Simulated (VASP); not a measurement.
As:

```
As
1.0
     2.70368    0.00000    0.00000
     0.00000    2.70368    0.00000
     0.00000    0.00000    2.70368
As
1
Direct
  0.50000 0.50000 0.50000
```

This isn't the form of As at room conditions, which is rhombohedral.

| Item | Value |
| --- | --- |
| Program | VASP 6.6.1 |
| Task | relaxation of cell and atoms |
| Functional | PBEsol |
| Dispersion | D3 |
| Potentials or basis | VASP PAW PBE potentials, release 64 (As) |
| Cutoff | 600 eV |
| k mesh | 10 × 10 × 10 |
| Occupations | fermi-dirac, width 0.05 eV |
| Spin | no spin polarisation |

At the start: pressure -2.5 GPa; volume 19.76 Å³/atom.

Q: How do energy, volume and symmetry change on relaxing?

A: Over 3 steps the energy falls by 4.4 meV/atom and the volume is 19.21 Å³/atom (-2.8 %); space group Pm-3m (No. 221, to 0.05 Å).

The path:
| step | energy change (eV) | largest force (eV/Å) | pressure (GPa) | volume (Å³) |
| --- | --- | --- | --- | --- |
| 1 | 0.0000 | 0.0000 | -2.50 | 19.76 |
| 2 | -0.0028 | 0.0000 | 1.67 | 18.89 |
| 3 | -0.0044 | 0.0000 | 0.00 | 19.21 |

Final structure:
```
As
1.0
     2.67842    0.00000    0.00000
     0.00000    2.67842    0.00000
     0.00000    0.00000    2.67842
As
1
Direct
  0.50000 0.50000 0.50000
```

Caveat: the PAW data sets were made with another functional, which shifts forces and pressure a little; pairwise dispersion overbinds metals, which lowers pressure and volume.
